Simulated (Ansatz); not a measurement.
Runs of Ansatz 0.2.0 on CsPbCl3. The structure is cubic, space group Pm-3m (No. 221). Conventional cell: a = 5.605 Å, b = 5.605 Å, c = 5.605 Å, α = 90.00°, β = 90.00°, γ = 90.00°. Around Pb (site symmetry m-3m) lie 6 Cl at 2.80 Å. Cs (site symmetry m-3m) is surrounded by 12 Cl at 3.96 Å. Cl (site symmetry 4/mmm) has 2 Pb at 2.80 Å as nearest neighbours. 

| task | level | spin | cell | k mesh | points for each segment of the path | gap on the mesh (eV) | pressure (GPa) | relaxed volume (Å³/atom) |
| --- | --- | --- | --- | --- | --- | --- | --- | --- |
| relaxation of cell and atoms | LDA | off | relaxed | 5 × 5 × 5 | - | 2.69 | 0.0 | 33.54 |
| band structure | BLYP | off | as given | 5 × 5 × 5 | 14 | - | 3.2 | - |
| band structure | PBEsol | off | as given | 5 × 5 × 5 | 14 | - | 0.1 | - |
| band structure | PBE | off | as given | 5 × 5 × 5 | 14 | - | (d) | - |
| relaxation of cell and atoms | PBE | off | relaxed | 5 × 5 × 5 | - | 3.09 | 0.0 | 37.69 |
| relaxation of cell and atoms | PBEsol | off | relaxed | 5 × 5 × 5 | - | (c) | 0.0 | 35.41 |
| band structure | PBEsol | SOC, no magnetisation | as given | 4 × 4 × 4 | 14 | 0.58 | 0.2 | - |
| band structure | PBE | SOC, no magnetisation | as given | 4 × 4 × 4 | 14 | 0.70 | 1.8 | - |
| relaxation of cell and atoms | PBE+D3(BJ) | off | relaxed | 5 × 5 × 5 | - | 3.02 | 0.0 | 36.36 |
| relaxation of cell and atoms | PBE+D4 | off | relaxed | 5 × 5 × 5 | - | (b) | 0.0 | 36.53 |
| band structure | revPBE | off | as given | 5 × 5 × 5 | 14 | - | 2.9 | - |
| band structure | LDA | SOC, no magnetisation | as given | 4 × 4 × 4 | 14 | (a) | -1.2 | - |

Alike in all rows: potentials or basis Ansatz PAW; cutoff (eV) 420; smearing fermi-dirac 0.05 eV.

Task: Fill in the values left out.

Result: (a) 0.51; (b) 3.03; (c) 2.87; (d) 1.7.

Caveats: the PAW data sets come from PBE, with cores solved anew for the run's functional, which leaves a small shift of forces and pressure (some runs); odd divisions of the mesh miss points on the zone boundary, where band edges often lie, so the gap on the mesh can be too wide (some runs); the plane-wave basis is chosen anew once the cell has moved, so the energies of steps on either side of that aren't comparable (some runs); spin-orbit coupling is left out, which as a rule narrows the gap of such compounds by several tenths of an eV (some runs); spin-orbit coupling is left out, which moves the levels of the heavy elements (some runs).

A k mesh can miss the band edges, and rows without SOC leave out spin-orbit coupling on Cs, Pb.
